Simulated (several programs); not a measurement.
A 4-atom cell of CdSe started from a crystallographic database, relaxed with r2SCAN in Ansatz, was computed with several methods. The symmetry is P6_3mc (No. 186, hexagonal); a = 4.341 Å, c = 7.077 Å in the conventional setting, 28.87 Å³ an atom. Cd is surrounded by 4 Se at 2.66 Å; Se is surrounded by 4 Cd at 2.66 Å. Calculated for a static, non-magnetic cell.

```yaml
crystal:
  lattice:
    - [4.34072, 0.00000, 0.00000]
    - [-2.17036, 3.75917, 0.00000]
    - [0.00000, 0.00000, 7.07666]
  atoms:
    - { symbol: Cd, position: [0.33333, 0.66667, 0.00452] }
    - { symbol: Cd, position: [0.66667, 0.33333, 0.50452] }
    - { symbol: Se, position: [0.33333, 0.66667, 0.38048] }
    - { symbol: Se, position: [0.66667, 0.33333, 0.88048] }
```

Gaps and times are for a single point on this cell; volume and bulk modulus come from each method's own relaxation or energy curve at fixed shape, which is too stiff where a cell has free coordinates or axes. Times are rough, from shared hosts (Arm Neoverse V1; NVIDIA H100 80GB HBM3), and each method has its own mesh and cell size. A dagger marks a closed or tiny gap in a crystal that DFT finds insulating: a failure of the method or a wrong SCF state. A double dagger marks a value from a curve with shape and coordinates held. PM6 (MOPAC), PM7 (MOPAC), GFN1-xTB (tblite), GFN2-xTB (tblite) treat a cluster of cells at its zone centre, which samples few k points: where these miss a band edge, the gap comes out too large for that reason alone. Gaps from k meshes are read at a limited set of points (mesh, symmetry points, PBE's band edges), so each method's own least gap may be somewhat smaller. Force fields have no electrons; where one was fitted to this phase, its volume and modulus reflect the fit. xTB and the PM methods were fitted mostly to molecules, and can miss a solid's gap by electronvolts. Minimal bases can be far off for gaps. Times of the plane-wave ladder aren't listed, since it ran on unlike processors and cards. GLLB-SC's gap includes the derivative discontinuity. G0W0 is at finite bands, cutoff and mesh. d marks a direct gap, i an indirect one (no mark: not told apart), a dash a value that wasn't computed or didn't pass its checks.

```csv
method,kind,gap (eV),own volume (Å³/atom),bulk modulus (GPa),atoms computed,processor time
PBEsol,semilocal,–,28.14,–,4,–
CdTeZnSeHgS0.sw (LAMMPS),force field,–,27.68,54‡,4,0.12 s
CdTeSe.bop.table (LAMMPS),force field,–,–,–,4,0.13 s
PM7 (MOPAC),semi-empirical,4.37,31.43‡,96‡,cluster,2.7 s
PM6 (MOPAC),semi-empirical,2.41,–,–,cluster,2.7 s
GFN1-xTB (tblite),tight binding,0.00†,29.89‡,38‡,cluster,3 s
light PBE (260 eV and a coarse mesh),light plane-wave,0.62 d,–,–,4,4.2 s
GFN2-xTB (tblite),tight binding,2.80,31.33‡,22‡,cluster,5 s
PBE/SZV (CP2K),small basis,0.84 d,31.42‡,44‡,4,8 s
PBE/DZVP (CP2K),small basis,0.61 d,30.24‡,44‡,4,25 s
PBE/single zeta (GPAW),small basis,0.66 d,–,–,4,31 s
PBE,semilocal,0.61 d,29.76,45‡,4,–
G0W0@r2SCAN (180 eV screening cutoff),many-body,1.59,–,–,4,–
LDA,semilocal,0.33 d,–,–,4,–
r2SCAN,semilocal,1.11 d,28.87,51‡,4,–
GLLB-SC (GPAW),model potential,1.46,–,–,4,74 s
G0W0@PBE0 (180 eV screening cutoff),many-body,2.08,–,–,4,–
G0W0@HSE06 (180 eV screening cutoff),many-body,1.88,–,–,4,–
G0W0@PBE (260 eV screening cutoff),many-body,1.22,–,–,4,–
PBE+SOC,semilocal,0.49 d,–,–,4,–
HSE06,hybrid,1.54 d,–,–,4,–
PBE0,hybrid,2.14 d,–,–,4,–
```

Task: How far from the measured values lie the methods that can be set against them?

Result:
- Band gap, measured 1.71 eV: PM7 (MOPAC) +2.66 eV, PM6 (MOPAC) +0.70 eV, GFN1-xTB (tblite) -1.71 eV, light PBE (260 eV and a coarse mesh) -1.09 eV, GFN2-xTB (tblite) +1.09 eV, PBE/SZV (CP2K) -0.87 eV, PBE/DZVP (CP2K) -1.10 eV, PBE/single zeta (GPAW) -1.05 eV, PBE -1.10 eV, G0W0@r2SCAN (180 eV screening cutoff) -0.12 eV, LDA -1.38 eV, r2SCAN -0.60 eV, GLLB-SC (GPAW) -0.25 eV, G0W0@PBE0 (180 eV screening cutoff) +0.37 eV, G0W0@HSE06 (180 eV screening cutoff) +0.17 eV, G0W0@PBE (260 eV screening cutoff) -0.49 eV, PBE+SOC -1.22 eV, HSE06 -0.17 eV, PBE0 +0.43 eV.
- Volume, measured 28.1 Å³ an atom: PBEsol +0.1 %, CdTeZnSeHgS0.sw (LAMMPS) -1.5 %, PBE +5.9 %, r2SCAN +2.7 %.
The calculations are for a static lattice; samples hold vibrations, temperature and, in optical gaps, excitons. A measured value is shown where most reports agree with it, and only for the quantities listed. Sources: 1.71 eV (optical gap from ellipsometry, film grown at 250 C; “Ellipsometry Study of CdSe Thin Films Deposited by PLD on ITO Coated Glass Substrates”; gap extracted from an ellipsometry model fit of a PLD film on ITO/glass; differs between growth temperatures; 2021; pmc:8232614); 28.1 Å³ an atom (from the lattice constants; a, wurtzite model without stacking faults; 300 K; “Quantitative size-dependent structure and strain determination of CdSe nanoparticles using atomic pair distribution function analysis”; bulk sample contains stacking faults (about 33% in the alternative refinement); value is from the fault-free wurtzite model; 2007; arxiv:0704.1288).

Only the rows marked +SOC include spin-orbit coupling.
